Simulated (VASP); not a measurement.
# NaCl (Fm-3m) in VASP: further runs, part 2 of 2

VASP 6.6.1.

### 3 Relaxation of cell and atoms, PBE, target pressure 12 GPa, at which the enthalpy is minimised

This run uses another cell than the first one, of 17.64 Å³/atom, 0.795 times its volume.

File INCAR:

```
PREC = Accurate
ENCUT = 600
EDIFF = 1E-7
ISMEAR = 0
SIGMA = 0.03
LREAL = F
LASPH = T
NELM = 80
ALGO = Normal
ISIF = 3
LWAVE = F
LCHARG = F
GGA = PE
IBRION = 2
NSW = 90
EDIFFG = -0.005
PSTRESS = 120.0
```

File KPOINTS:

```
regular mesh
0
Gamma
  8 8 8
```

File POSCAR:

```
NaCl                                    
1.0
    0.0000000000      2.6029263654      2.6029263654
    2.6029263654     -0.0000000000      2.6029263654
    2.6029263654      2.6029263654      0.0000000000
  Na              Cl            
     1     1
Direct
     0.0000000000000000    0.0000000000000000    0.0000000000000000
     0.5000000000000000    0.5000000000000000    0.5000000000000000
```

Potentials or basis: VASP PAW PBE potentials, release 64 (Na_pv, Cl).

Launch:

```console
cat potpaw_PBE.64/Na_pv/POTCAR potpaw_PBE.64/Cl/POTCAR > POTCAR
mpirun -np 1 vasp_std > vasp.out
```

OUTCAR:

```text
PREC = Accurate
   ENCUT = 600
   EDIFF = 1E-7
   ISMEAR = 0
   LREAL = F
   LASPH = T
   NELM = 80
   ISIF = 3
   GGA = PE
   IBRION = 2
   NSW = 90
   EDIFFG = -0.005
   PSTRESS = 120.0

 ion  position               nearest neighbor table
   1  0.000  0.000  0.000-   2 2.60   2 2.60   2 2.60   2 2.60   2 2.60   2 2.60
   2  0.500  0.500  0.500-   1 2.60   1 2.60   1 2.60   1 2.60   1 2.60   1 2.60

  LATTYP: Found a face centered cubic cell.
 ALAT       =     5.2058527308

  Lattice vectors:

 A1 = (   0.0000000000,   2.6029263654,   2.6029263654)
 A2 = (   2.6029263654,   0.0000000000,   2.6029263654)
 A3 = (   2.6029263654,   2.6029263654,   0.0000000000)

Analysis of symmetry for initial positions (statically):
=====================================================================
 Subroutine PRICEL returns:
 Original cell was already a primitive cell.

 Routine SETGRP: Setting up the symmetry group for a
 face centered cubic supercell.

 Subroutine GETGRP returns: Found 48 space group operations
 (whereof 48 operations were pure point group operations)
 out of a pool of 48 trial point group operations.

The static configuration has the point symmetry O_h .

Analysis of symmetry for dynamics (positions and initial velocities):
=====================================================================
 Subroutine PRICEL returns:
 Original cell was already a primitive cell.

 Routine SETGRP: Setting up the symmetry group for a
 face centered cubic supercell.

 Subroutine GETGRP returns: Found 48 space group operations
 (whereof 48 operations were pure point group operations)
 out of a pool of 48 trial point group operations.

The dynamic configuration has the point symmetry O_h .

 Subroutine INISYM returns: Found 48 space group operations
 (whereof 48 operations are pure point group operations),
 and found     1 'primitive' translations

----------------------------------------------------------------------------------------

                                     Primitive cell

  volume of cell :      35.2708

  direct lattice vectors                    reciprocal lattice vectors
     0.000000000  2.602926365  2.602926365    -0.192091489  0.192091489  0.192091489
     2.602926365  0.000000000  2.602926365     0.192091489 -0.192091489  0.192091489
     2.602926365  2.602926365  0.000000000     0.192091489  0.192091489 -0.192091489

  length of vectors
     3.681093768  3.681093768  3.681093768     0.332712218  0.332712218  0.332712218

  position of ions in fractional coordinates (direct lattice)
     0.000000000  0.000000000  0.000000000
     0.500000000  0.500000000  0.500000000

  ion indices of the primitive-cell ions
   primitive index   ion index
                 1           1
                 2           2

----------------------------------------------------------------------------------------

 KPOINTS: regular mesh

Automatic generation of k-mesh.
 Grid dimensions read from file:
 generate k-points for:    8    8    8

 Generating k-lattice:

[... 43 lines left out ...]
   k-points           NKPTS =     29   k-points in BZ     NKDIM =     29   number of bands    NBANDS=     11
   number of dos      NEDOS =    301   number of ions     NIONS =      2
   total plane-waves  NPLWV =  27000
   dimension x,y,z NGX =    30 NGY =   30 NGZ =   30
   dimension x,y,z NGXF=    60 NGYF=   60 NGZF=   60
   ions per type =               1   1
   NGX,Y,Z   is equivalent  to a cutoff of  13.55, 13.55, 13.55 a.u.
   NGXF,Y,Z  is equivalent  to a cutoff of  27.10, 27.10, 27.10 a.u.
 SYSTEM =  unknown system
   PREC   = accura    normal or accurate (medium, high low for compatibility)
   ISTART =      0    job   : 0-new  1-cont  2-samecut
   ICHARG =      2    charge: 1-file 2-atom 10-const
   ISPIN  =      1    spin polarized calculation?
   LNONCOLLINEAR =      F non collinear calculations
   LSORBIT =      F    spin-orbit coupling
   LASPH  =      T    aspherical Exc in radial PAW
   ENCUT  =  600.0 eV  44.10 Ry    6.64 a.u.   7.35  7.35  7.35*2*pi/ulx,y,z
   NELM   =     80;   NELMIN=  2; NELMDL= -5     # of ELM steps
   EDIFF  = 0.1E-06   stopping-criterion for ELM
   LREAL  =      F    real-space projection
   EDIFFG = -.5E-02   stopping-criterion for IOM
   NSW    =     90    number of steps for IOM
   IBRION =      2    ionic relax: 0-MD 1-quasi-New 2-CG
   NFREE  =      1    steps in history (QN), initial steepest desc. (CG)
   ISIF   =      3    stress and relaxation
   ISYM   =      2    0-nonsym 1-usesym 2-fastsym
   POTIM  = 0.5000    time-step for ionic-motion
   TEBEG  =    0.0;   TEEND  =   0.0 temperature during run
   PSTRESS=  120.0 pullay stress
   NELECT =      14.0000    total number of electrons
   NUPDOWN=      -1.0000    fix difference up-down
   EMIN   =  10.00;   EMAX   =-10.00  energy-range for DOS
   EFERMI =   0.00;   METHOD = LEGACY
   ISMEAR =     0;   SIGMA  =   0.03  broadening in eV -4-tet -1-fermi 0-gaus
   EFERMI_NEDOS =   21; number of points for ismear=-14 and -15
   IALGO  =     38    algorithm
   IMIX   =      4    mixing-type and parameters
     AMIX     =   0.40;   BMIX     =  1.00
     AMIX_MAG =   1.60;   BMIX_MAG =  1.00
  volume/ion in A,a.u.               =      17.64       119.01
  Fermi-wavevector in a.u.,A,eV,Ry     =   1.203129  2.273585 19.694706  1.447520
  Thomas-Fermi vector in A             =   2.338891
   LORBIT       =      0    0 simple, 1 ext, 2 COOP (PROOUT), +10 PAW based schemes
   GGA     = PE    functional components
   LHFCALC =     F    Hartree Fock is set to
   AEXX    =    0.0000 exact exchange contribution
   IVDW    =     0    specifies the selected vdW correction
   LEPSILON=     F    determine dielectric tensor
   LRPA    =     F    only Hartree local field effects (RPA)
 conjugate gradient relaxation of ions
 non-spin polarized calculation
 Gauss-broadening in eV      SIGMA  =   0.03
  energy-cutoff  :      600.00
  volume of cell :       35.27
 maximum number of plane-waves:      1243
 NGX is ok and might be reduce to    30
   NGX = 15   NGY = 15   NGZ = 15

 number of electron      14.0000006 magnetization

 Free energy of the ion-electron system (eV)
  ---------------------------------------------------
  ext. energy  EPLUGINS =         0.00000000
  ---------------------------------------------------
  free energy    TOTEN  =        -6.45970596 eV

  energy without entropy =       -6.45970596  energy(sigma->0) =       -6.45970596

 E-fermi :   1.1218     XC(G=0):  -9.2444

 val. band max:        0.9176658752   @ k =   0.0000   0.0000   0.0000
 cond. band min:       7.1327762770   @ k =   0.0000   0.0000   0.0000
 fundamental gap:      6.2151104018
 Fermi energy:         1.1217783156

 k-point     1 :       0.0000    0.0000    0.0000
  band No.  band energies     occupation
      1     -19.5687      2.00000
      2     -19.5687      2.00000
      3     -19.5687      2.00000
      4     -12.4288      2.00000
      5       0.9177      2.00000
      6       0.9177      2.00000
      7       0.9177      2.00000
      8       7.1328      0.00000
      9      12.1787      0.00000
     10      12.1787      0.00000
     11      12.1787      0.00000
[... 309 lines left out ...]
 k-point    24 :      -0.3750    0.2500    0.1250
  band No.  band energies     occupation
      1     -19.6392      2.00000
      2     -19.5906      2.00000
      3     -19.5800      2.00000
      4     -11.7029      2.00000
      5      -1.4787      2.00000
      6      -0.2352      2.00000
      7       0.2755      2.00000
      8       9.8204      0.00000
      9      11.2203      0.00000
     10      12.3994      0.00000
     11      13.5008      0.00000

 [... further k-points ...]

------------------------ aborting loop because EDIFF is reached ----------------------------------------

  FORCE on cell =-STRESS in cart. coord.  units (eV):
  Direction    XX          YY          ZZ          XY          YZ          ZX
  --------------------------------------------------------------------------------------
  -------------------------------------------------------------------------------------
  Total        2.6410136      2.6410136      2.6410136      0.0000000     -0.0000000      0.0000000
  in kB      119.9680429    119.9680429    119.9680429      0.0000000     -0.0000000      0.0000000
  external PRESSURE =      -0.0319571 kB  Pullay stress =     120.0000000 kB

 VOLUME and BASIS-vectors are now :
 -----------------------------------------------------------------------------
  energy-cutoff  :      600.00
  volume of cell :       35.27
      direct lattice vectors                 reciprocal lattice vectors
     0.000000000  2.602926365  2.602926365    -0.192091489  0.192091489  0.192091489
     2.602926365  0.000000000  2.602926365     0.192091489 -0.192091489  0.192091489
     2.602926365  2.602926365  0.000000000     0.192091489  0.192091489 -0.192091489

 POSITION                                       TOTAL-FORCE (eV/Angst)
 -----------------------------------------------------------------------------------
      0.00000      0.00000      0.00000         0.000000      0.000000     -0.000000
      2.60293      2.60293      2.60293         0.000000      0.000000      0.000000
 -----------------------------------------------------------------------------------
    total drift:                               -0.000000      0.000000      0.000000

  FREE ENERGIE OF THE ION-ELECTRON SYSTEM (eV)
  ---------------------------------------------------
  free  energy   TOTEN  =        -6.4597059646 eV

  energy  without entropy=       -6.4597059646  energy(sigma->0) =       -6.45970596

  enthalpy is  TOTEN    =        -3.8179888690 eV   P V=        2.6417170956

 reached required accuracy - stopping structural energy minimisation
```

OSZICAR:

```text
N       E                     dE             d eps       ncg     rms          rms(c)
DAV:   1     0.110912918779E+03    0.11091E+03   -0.81075E+03   644   0.154E+03
DAV:   2     0.143652836848E+01   -0.10948E+03   -0.10354E+03   739   0.332E+02
DAV:   3    -0.648088724947E+01   -0.79174E+01   -0.78620E+01   779   0.861E+01
DAV:   4    -0.663688828691E+01   -0.15600E+00   -0.15587E+00   732   0.129E+01
DAV:   5    -0.664002873855E+01   -0.31405E-02   -0.31403E-02   838   0.179E+00    0.237E+00
DAV:   6    -0.647032827157E+01    0.16970E+00   -0.30806E-01   797   0.447E+00    0.182E+00
DAV:   7    -0.645586389024E+01    0.14464E-01   -0.92304E-02   737   0.246E+00    0.117E+00
DAV:   8    -0.645969102814E+01   -0.38271E-02   -0.72947E-03   683   0.107E+00    0.219E-01
DAV:   9    -0.645963961720E+01    0.51411E-04   -0.15646E-04   795   0.154E-01    0.897E-02
DAV:  10    -0.645970677973E+01   -0.67163E-04   -0.13083E-04   686   0.165E-01    0.166E-02
DAV:  11    -0.645970528374E+01    0.14960E-05   -0.12276E-05   756   0.528E-02    0.310E-03
DAV:  12    -0.645970589660E+01   -0.61286E-06   -0.91174E-07   713   0.136E-02    0.100E-03
DAV:  13    -0.645970607808E+01   -0.18148E-06   -0.12205E-07   726   0.293E-03    0.234E-03
DAV:  14    -0.645970596423E+01    0.11385E-06   -0.37866E-08   352   0.170E-03    0.865E-05
DAV:  15    -0.645970596458E+01   -0.35129E-09   -0.29208E-09   343   0.620E-04
   1 F= -.38179889E+01 E0= -.38179889E+01  d E =-.381799E+01
```

CONTCAR:

```text
NaCl
   1.00000000000000
     0.0000000000000000    2.6029263654000001    2.6029263654000001
     2.6029263654000001    0.0000000000000000    2.6029263654000001
     2.6029263654000001    2.6029263654000001    0.0000000000000000
  Na              Cl
     1     1
Direct
     0.0000000000000000    0.0000000000000000    0.0000000000000000
     0.5000000000000000    0.5000000000000000    0.5000000000000000

  0.00000000E+00  0.00000000E+00  0.00000000E+00
  0.00000000E+00  0.00000000E+00  0.00000000E+00
```

Run time: 8.1 s. Hardware: 1 thread of Intel Xeon 6975P-C (Granite Rapids), shared host; peak memory 0.16 GiB.

Results:

| Quantity | Value |
| --- | --- |
| Free energy | -6.4597 eV |
| Pressure after relaxing | 12.0 GPa |
| Band gap on the k mesh | 6.22 eV, direct |

Final structure:
```
CELL_PARAMETERS angstrom
0.00000 2.60293 2.60293
2.60293 0.00000 2.60293
2.60293 2.60293 0.00000
ATOMIC_POSITIONS crystal
Na 0.00000 0.00000 0.00000
Cl 0.50000 0.50000 0.50000
```

Caveat: the relaxation stopped at its first step, so nothing moved; the cell is relaxed towards a set pressure, so the enthalpy falls and the energy may rise.

### 4 Single point, PBE

File INCAR:

```
SYSTEM = NaCl
  ALGO = Normal
  EDIFF = 1E-6
  ENCUT = 520
  GGA = PE
  ISIF = 2
  ISMEAR = 0
  KPAR = 4
  LASPH = .True.
  LCHARG = .False.
  LREAL = .False.
  LWAVE = .False.
  NBANDS = 14
  NELM = 80
  PREC = Accurate
  SIGMA = 0.03
```

File KPOINTS:

```
k-points
0
Gamma
  6 6 6
  0 0 0
```

File POSCAR:

```
NaCl
1.0
    0.0000000000      2.8100000000      2.8100000000
    2.8100000000      0.0000000000      2.8100000000
    2.8100000000      2.8100000000      0.0000000000
Na Cl
1 1
Direct
    0.0000000000      0.0000000000      0.0000000000
    0.5000000000      0.5000000000      0.5000000000
```

Potentials or basis: VASP PAW PBE potentials, release 64 (Na_pv, Cl).

Launch:

```console
cat potpaw_PBE.64/Na_pv/POTCAR potpaw_PBE.64/Cl/POTCAR > POTCAR
mpirun -np 4 vasp_std > vasp.out
```

OUTCAR:

```text
SYSTEM = NaCl
   EDIFF = 1E-6
   ENCUT = 520
   GGA = PE
   ISIF = 2
   ISMEAR = 0
   LASPH = .True.
   LREAL = .False.
   NELM = 80
   PREC = Accurate

 ion  position               nearest neighbor table
   1  0.000  0.000  0.000-
   2  0.500  0.500  0.500-

  LATTYP: Found a face centered cubic cell.
 ALAT       =     5.6200000000

  Lattice vectors:

 A1 = (   0.0000000000,   2.8100000000,   2.8100000000)
 A2 = (   2.8100000000,   0.0000000000,   2.8100000000)
 A3 = (   2.8100000000,   2.8100000000,   0.0000000000)

Analysis of symmetry for initial positions (statically):
=====================================================================
 Subroutine PRICEL returns:
 Original cell was already a primitive cell.

 Routine SETGRP: Setting up the symmetry group for a
 face centered cubic supercell.

 Subroutine GETGRP returns: Found 48 space group operations
 (whereof 48 operations were pure point group operations)
 out of a pool of 48 trial point group operations.

The static configuration has the point symmetry O_h .

Analysis of symmetry for dynamics (positions and initial velocities):
[... 163 lines left out ...]
      3     -21.4679      2.00000
      4     -13.3526      2.00000
      5      -0.6697      2.00000
      6      -0.6697      2.00000
      7      -0.6697      2.00000
      8       4.4788      0.00000
      9      10.4618      0.00000
     10      10.4618      0.00000
     11      10.4618      0.00000
     12      12.6364      0.00000
     13      12.6364      0.00000
     14      14.2602      0.00000
[... 241 lines left out ...]
      1     -21.4857      2.00000
      2     -21.4794      2.00000
      3     -21.4780      2.00000
      4     -12.9434      2.00000
      5      -2.1266      2.00000
      6      -1.5943      2.00000
      7      -1.3967      2.00000
      8       7.7555      0.00000
      9       8.2370      0.00000
     10       9.8887      0.00000
     11      11.4595      0.00000
     12      14.6159      0.00000
     13      15.6279      0.00000
     14      15.7416      0.00000

------------------------ aborting loop because EDIFF is reached ----------------------------------------

  FORCE on cell =-STRESS in cart. coord.  units (eV):
  Direction    XX          YY          ZZ          XY          YZ          ZX
  --------------------------------------------------------------------------------------
  -------------------------------------------------------------------------------------
  Total        0.2821615      0.2821615      0.2821615      0.0000000      0.0000000     -0.0000000
  in kB       10.1873076     10.1873076     10.1873076      0.0000000      0.0000000     -0.0000000
  external PRESSURE =      10.1873076 kB  Pullay stress =       0.0000000 kB

 VOLUME and BASIS-vectors are now :
 -----------------------------------------------------------------------------
  energy-cutoff  :      520.00
  volume of cell :       44.38
      direct lattice vectors                 reciprocal lattice vectors
     0.000000000  2.810000000  2.810000000    -0.177935943  0.177935943  0.177935943
     2.810000000  0.000000000  2.810000000     0.177935943 -0.177935943  0.177935943
     2.810000000  2.810000000  0.000000000     0.177935943  0.177935943 -0.177935943

 POSITION                                       TOTAL-FORCE (eV/Angst)
 -----------------------------------------------------------------------------------
      0.00000      0.00000      0.00000         0.000000      0.000000      0.000000
      2.81000      2.81000      2.81000         0.000000      0.000000      0.000000
 -----------------------------------------------------------------------------------
    total drift:                               -0.000000      0.000000      0.000000

  FREE ENERGIE OF THE ION-ELECTRON SYSTEM (eV)
  ---------------------------------------------------
  free  energy   TOTEN  =        -6.7719464863 eV

  energy  without entropy=       -6.7719464863  energy(sigma->0) =       -6.77194649
```

OSZICAR:

```text
N       E                     dE             d eps       ncg     rms          rms(c)
DAV:   1     0.961169446873E+02    0.96117E+02   -0.69769E+03   454   0.100E+03
DAV:   2     0.997834268126E+00   -0.95119E+02   -0.87874E+02   474   0.270E+02
DAV:   3    -0.683314403872E+01   -0.78310E+01   -0.77637E+01   586   0.714E+01
DAV:   4    -0.696525145864E+01   -0.13211E+00   -0.13203E+00   508   0.973E+00
DAV:   5    -0.696804635199E+01   -0.27949E-02   -0.27941E-02   576   0.144E+00    0.216E+00
DAV:   6    -0.677781121823E+01    0.19024E+00   -0.31786E-01   538   0.327E+00    0.161E+00
DAV:   7    -0.676633831138E+01    0.11473E-01   -0.82148E-02   600   0.164E+00    0.110E+00
DAV:   8    -0.677195895553E+01   -0.56206E-02   -0.99939E-03   520   0.856E-01    0.302E-01
DAV:   9    -0.677184009419E+01    0.11886E-03   -0.22008E-04   562   0.114E-01    0.165E-01
DAV:  10    -0.677195807643E+01   -0.11798E-03   -0.32804E-04   520   0.141E-01    0.707E-02
DAV:  11    -0.677194640359E+01    0.11673E-04   -0.21261E-05   586   0.422E-02    0.155E-02
DAV:  12    -0.677194648630E+01   -0.82711E-07   -0.24037E-06   520   0.142E-02
   1 F= -.67719465E+01 E0= -.67719465E+01  d E =-.446731E-26
```

Wall time 3.3 s (4 MPI ranks of Intel Xeon 6975P-C (Granite Rapids), shared host); peak memory 0.15 GiB.

Results:

```yaml
Free_energy: -6.7719 eV
Pressure: 1.0 GPa
Band_gap_on_the_k_mesh: 5.15 eV, direct
```
